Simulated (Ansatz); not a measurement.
# Zr3N4: Zr-91 nuclear quadrupole resonance

Cell: a structure deposited in the COD whose atoms were relaxed with PBE, the cell held.

Space group I-43d (No. 220); a = 6.7400 Å.

| site | Wyckoff | site symmetry | x | y | z |
| --- | --- | --- | --- | --- | --- |
| Zr | 12a | -4.. | 0.3750 | 0.0000 | 0.2500 |
| N | 16c | .3. | 0.0687 | 0.0687 | 0.0687 |

One atom of each set is listed; the run and its k-mesh use a cell of 14 atoms with edges of 5.84, 5.84, 5.84 Å.

Level of theory: DFT, r2SCAN, plane waves and PAW, scalar-relativistic, 500 eV cutoff, Γ-centred 6×6×6 k-points, Fermi–Dirac smearing 0.02 eV (Ansatz 0.2.0).

Zr-91: I = 5/2, Q = -176.0 mb (year-2017 value). Static lattice, zero field.

(1) Predict the zero-field Zr-91 lines of each site.

Answers

(1) For I = 5/2 and η = 0 the lines are 3|C_Q|/20 and twice that; η pulls their ratio below 2.

```
site  atoms  V_zz (10²¹ V/m²)  C_Q (MHz)     η  line frequencies (MHz)
  Zr      6             10.11      -43.0  0.00              6.45, 12.9
```

An axis of threefold or higher order runs through Zr, so V_zz lies along it and η is zero.

Without spin–orbit coupling (the program notes it for Zr) the gradients can shift somewhat, as the gap is small.

The run took 19 s of wall time (19 s of CPU time) and 0.84 GiB at its peak, on 1 thread of Intel Xeon 6975P-C (Granite Rapids) (x86_64; 32 cores open to the job, memory cap 2.5 GiB, no GPU), a shared host with a load of 0.3 a core.
